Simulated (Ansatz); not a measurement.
LaAlO$_{3}$:
```cif
data_AlLaO3
_chemical_formula_sum 'La1 Al1 O3'
_space_group_name_H-M_alt 'Pm-3m'
_space_group_IT_number 221
_space_group_name_Hall '-P 4 2 3'
_cell_length_a 3.81236
_cell_length_b 3.81236
_cell_length_c 3.81236
_cell_angle_alpha 90.000
_cell_angle_beta 90.000
_cell_angle_gamma 90.000
loop_
_atom_site_label
_atom_site_type_symbol
_atom_site_symmetry_multiplicity
_atom_site_Wyckoff_symbol
_atom_site_fract_x
_atom_site_fract_y
_atom_site_fract_z
_atom_site_occupancy
La1 La 1 b 0.50000 0.50000 0.50000 1
Al1 Al 1 a 0.00000 0.00000 0.00000 1
O1 O 3 d 0.00000 0.00000 0.50000 1
```

Relaxed with PBE.

**Question.** Decompose the optical modes at the zone centre into irreducible representations, and say which are infrared and Raman allowed.

**Answer.** Point group m-3m: Γ_opt = 3T1u + T2u. Infrared: T1u. Raman: none.

**Question.** Assign frequencies (DFPT, PBE in the plane-wave PAW code Ansatz; without the LO–TO term).

**Answer.** T1u 135, T2u 269, T1u 402, T1u 638 cm⁻¹.

This is a known high-temperature phase of the composition, computed here at zero pressure and temperature. Symmetry was held in the PBE relaxation. At this level the phase is dynamically unstable (imaginary phonons). Spin–orbit coupling is left out wherever it is not named.

Potentials: the later of the program's two PAW sets.
